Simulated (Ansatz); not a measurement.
**WS2: a dynamics run in two tries**

Aim: a short trajectory for this system. The start is the crystal (R3m), its volume scaled by 1.15.

All numbers below are computed with Ansatz 0.2.0 (DFT LDA, plane waves, PAW, scalar-relativistic, no spin polarisation).

## (1) The structure to begin with

The cell holds 12 atoms (S8W4): a = 7.503 Å, b = 7.503 Å, c = 7.503 Å, α = 52.33°, β = 52.33°, γ = 52.33°.

Coordinates:

```xyz
12
Lattice="-3.3086 -1.9102 6.4573 3.3086 -1.9102 6.4573 0.0000 3.8204 6.4573" Properties=species:S:1:pos:R:3 pbc="T T T"
W    -0.1593    0.4564   -0.0984
S     0.2189    0.2225    4.9598
S    -0.1908    0.3083    8.2457
W    -0.0335   -1.9189    6.4217
S    -0.1706   -1.7407   11.1331
S     0.3419   -2.1042   14.4867
W    -1.5910    0.7789    6.3138
S    -1.3435    0.8835   11.3845
S    -2.1230    0.7155   14.1633
W     1.7587    0.5824    6.7885
S     1.6311    0.9239   11.4534
S     1.7799    1.3719   14.4240
```

## (2) First attempt

The input, input.yaml:

```yaml
crystal:
  lattice:
    - [-3.308604, -1.910223, 6.45726]
    - [3.308604, -1.910223, 6.45726]
    - [0.0, 3.820446, 6.45726]
  atoms:
    - { symbol: W, position: [-0.02082498, -0.0689714, 0.0745551] }
    - { symbol: S, position: [0.20353869, 0.2696909, 0.2948666] }
    - { symbol: S, position: [0.42758826, 0.36992197, 0.47946243] }
    - { symbol: W, position: [0.50398185, 0.49386372, -0.00335646] }
    - { symbol: S, position: [0.75235882, 0.70081076, 0.27094889] }
    - { symbol: S, position: [0.87975493, 0.98308353, 0.3806431] }
    - { symbol: W, position: [0.49840318, 0.01753169, 0.46184793] }
    - { symbol: S, position: [0.71363042, 0.30757996, 0.74184784] }
    - { symbol: S, position: [0.98953259, 0.34788471, 0.85597762] }
    - { symbol: W, position: [0.03384575, 0.56539601, 0.45206158] }
    - { symbol: S, position: [0.26413841, 0.75711936, 0.75246315] }
    - { symbol: S, position: [0.35591721, 0.89386686, 0.98398391] }
basis:
  ecutwfc: 420.0
kpoints:
  mp_grid: { grid: [2, 2, 2] }
hamiltonian:
  xc: lda
  pseudopotentials: { kind: paw, azcp: { folder: soft_1 } }
scf:
  occupations: { method: fermi_dirac, width: 0.3 }
  lower_state_search: "off"
  max_iter: 89
md:
  timestep: 2
  n_steps: 25
  ensemble: berendsen
  temperature: 2100.0
  initial_velocities: maxwell_boltzmann
  seed: 554516
  friction: 0.01
```

The run is started by

```bash
$ ansatz run input.yaml --threads 1 --pin off --max-ram 3072MiB --backend cpu --events-out ev --progress --plain --runs-dir out
```

**Question.** What will these runs give? Wanted: first try.

**Answer**, as computed:

| quantity | value |
| --- | --- |
| first try | refused |
| cause | the word typed for the ensemble or optimiser is not among those the program lists |

The fault in the first input was caught at the input check and cost nothing.
